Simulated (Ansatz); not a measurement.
# As: the cost of one run

Program: Ansatz 0.2.0. Level of theory: DFT PBE, scalar-relativistic, plane waves, PAW. These are calculated values, not measurements.

1 further run of the same task is left out (it didn't finish).

## 1. The starting structure

The structure is tetragonal, space group P4_2/mmc (No. 131). The conventional cell has a = 5.515 Å, b = 5.515 Å, c = 11.031 Å, α = 90.00°, β = 90.00°, γ = 90.00°. As (site symmetry m2m) has 3 As at 2.28 to 2.29 Å as nearest neighbours. As (site symmetry 2mm) is surrounded by 3 As at 2.28 to 2.29 Å.

Coordinates:

```cif
data_structure
_symmetry_space_group_name_H-M 'P4_2/mmc'
_symmetry_Int_Tables_number 131
_cell_length_a 5.5155
_cell_length_b 5.5155
_cell_length_c 11.0309
_cell_angle_alpha 90.000
_cell_angle_beta 90.000
_cell_angle_gamma 90.000
_cell_volume 335.57
loop_
_atom_site_label
_atom_site_type_symbol
_atom_site_symmetry_multiplicity
_atom_site_Wyckoff_symbol
_atom_site_fract_x
_atom_site_fract_y
_atom_site_fract_z
_atom_site_occupancy
As1 As 4 j 0.29303 0.00000 0.00000 1
As2 As 4 g 0.00000 0.00000 0.35348 1
```

A structure generator made this guess: 3-connected net of one element (P4_2/mmc, No. 131). Its size is a rough estimate.

## 2. Probe: one point on a coarse mesh

Input file input.yaml:

```yaml
crystal:
  lattice:
    - [5.5154737, 0.0, 0.0]
    - [0.0, 5.5154737, 0.0]
    - [0.0, 0.0, 11.03094837]
  atoms:
    - { symbol: As, position: [0.29303494, 0.0, 0.0] }
    - { symbol: As, position: [0.70696506, 0.0, 0.0] }
    - { symbol: As, position: [0.0, 0.29303494, 0.5] }
    - { symbol: As, position: [0.0, 0.70696506, 0.5] }
    - { symbol: As, position: [0.0, 0.0, 0.3534825] }
    - { symbol: As, position: [0.0, 0.0, 0.8534825] }
    - { symbol: As, position: [0.0, 0.0, 0.6465175] }
    - { symbol: As, position: [0.0, 0.0, 0.1465175] }
basis:
  ecutwfc: 420
kpoints:
  mp_grid: { grid: [4, 4, 2] }
hamiltonian:
  xc: pbe
scf:
  occupations: { method: gaussian, width: 0.1 }
  lower_state_search: "off"
output:
  forces: true
  stress: true
  eigenvalues: true
```

Launch:

```bash
$ ansatz run input.yaml --threads 1 --pin off --max-ram 2560MiB --backend cpu --events-out ev --progress --plain --runs-dir out
```

**Question.** How long does this run take on 1 thread of Arm Neoverse V1, shared host, and how much memory does it need?

About 14 s, with a peak of 0.58 GiB.
